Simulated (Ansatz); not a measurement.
# NaCl: a line through an energy map

An exercise on one series of results from a longer session: the logs are not shown, and one member is left open.

Computed with Ansatz 0.2.0 (DFT LDA, scalar-relativistic, plane waves, PAW, unless a step's input says otherwise).

1 further run of the same task is left out (set aside as unsound or not needed).

**The system as given**

The structure is cubic, space group Pm-3m (No. 221). The conventional cell has a = 3.370 Å, b = 3.370 Å, c = 3.370 Å, α = 90.00°, β = 90.00°, γ = 90.00°. Na (site symmetry m-3m) is surrounded by 8 Cl at 2.92 Å. Cl (site symmetry m-3m) is surrounded by 8 Na at 2.92 Å.

As a file:

```xyz
2
Lattice="3.3697 0.0000 0.0000 0.0000 3.3697 0.0000 0.0000 0.0000 3.3697" Properties=species:S:1:pos:R:3 pbc="T T T"
Na    0.0000    0.0000    0.0000
Cl    1.6849    1.6849    1.6849
```

It goes back to an entry of the Materials Project, which need not be the stable form.

It is the result of an earlier relaxation at this level (volume 19.13 Å³/atom; gap on the mesh: 4.00 eV).

**The scan**

The energy is mapped over two homogeneous strains (x along [1 0 0], y along [0 1 0], z along [0 0 1] of the conventional cell).

- strain +e along x and -e along y: 9 values from −15.00 to 15.00 %
- strain +e along z and -e/2 along x and y: 9 values from −4 to 4 %

Nothing else is relaxed (symmetry fixes all fractional coordinates). Energies count from the relaxed crystal. Points are written as (first, second).

The first run:

input.yaml reads:

```yaml
crystal:
  lattice:
    - [3.4371082963, 0.0, 0.0]
    - [0.0, 3.4371082963, 0.0]
    - [0.0, 0.0, 3.2349254554]
  atoms:
    - { symbol: Na, position: [0.0, 0.0, 0.0] }
    - { symbol: Cl, position: [0.5, 0.5, 0.5] }
basis:
  ecutwfc: 340.0
kpoints:
  mp_grid: { grid: [8, 8, 8] }
hamiltonian:
  xc: lda
scf:
  occupations: { method: gaussian, width: 0.05 }
output:
  forces: true
  stress: true
  eigenvalues: true
```

The run is started by

```sh
> ansatz run input.yaml --threads 1 --pin off --max-ram 2048MiB --backend cpu --events-out ev --progress --plain --runs-dir out
```

Among the steps run: The run at (0.00 %, −4 %); Point (0.00 %, −3 %); Grid point (0.00 %, −2 %); The run at (0.00 %, −1 %); Point (0.00 %, 1 %); The run at (0.00 %, 2 %); Point (0.00 %, 3 %); Grid point (0.00 %, 4 %).

One of the session's tables, all rows but one given; the rest of the session is left out.

It belongs to the step «The line in numbers». 

| strain +e along z and -e/2 along x and y (%) | energy (meV/atom) | slope (meV/atom per %) | pressure (GPa) | band gap on the k-mesh (eV) |
| --- | --- | --- | --- | --- |
| −4 | 14 | −7.0 | 0.131 | 3.64 |
| −3 | 8 | −5.1 | 0.058 | 3.75 |
| −2 | 3.4 | −3.3 | 0.007 | 3.85 |
| −1 | 0.8 | −1.6 | −0.022 | 3.93 |
| 0 | 0 | 0.0 | −0.031 | 4.00 |
| 1 | ? | ? | ? | ? |
| 2 | 3.2 | 3.1 | 0.005 | 3.92 |
| 3 | 7 | 4.7 | 0.049 | 3.86 |
| 4 | 13 | 6.2 | 0.110 | 3.79 |

Q: Estimate the row for strain +e along z and -e/2 along x and y (%) = 1 from the others.

Worked estimate for «energy (meV/atom)». A straight line through the neighbours (0, 0) and (2, 3.2) gives 0 + (3.2 − 0) × (1 − 0) / (2 − 0) = 1.6; a parabola fitted to 4 rows on both sides gives 0.8.

**Answer.** energy (meV/atom): 0.8; slope (meV/atom per %): 1.6; pressure (GPa): −0.022; band gap on the k-mesh (eV): 3.97. In «energy (meV/atom)» the line misses by +0.8 and the parabola by 0.0.

Energies count from the relaxed crystal. Rows without a step come from runs not printed here or follow by symmetry.

In words: The lowest point of the line is at 0 %, 0 meV/atom from the zero. The highest point computed, at −4 %, lies 14 meV/atom above the lowest. The cutoff or the k-mesh is coarse on purpose, so the map is rough. The settings are coarse, so take the values as rough.

Limits of these values: Warnings in the runs' records: cutoff below recommended.
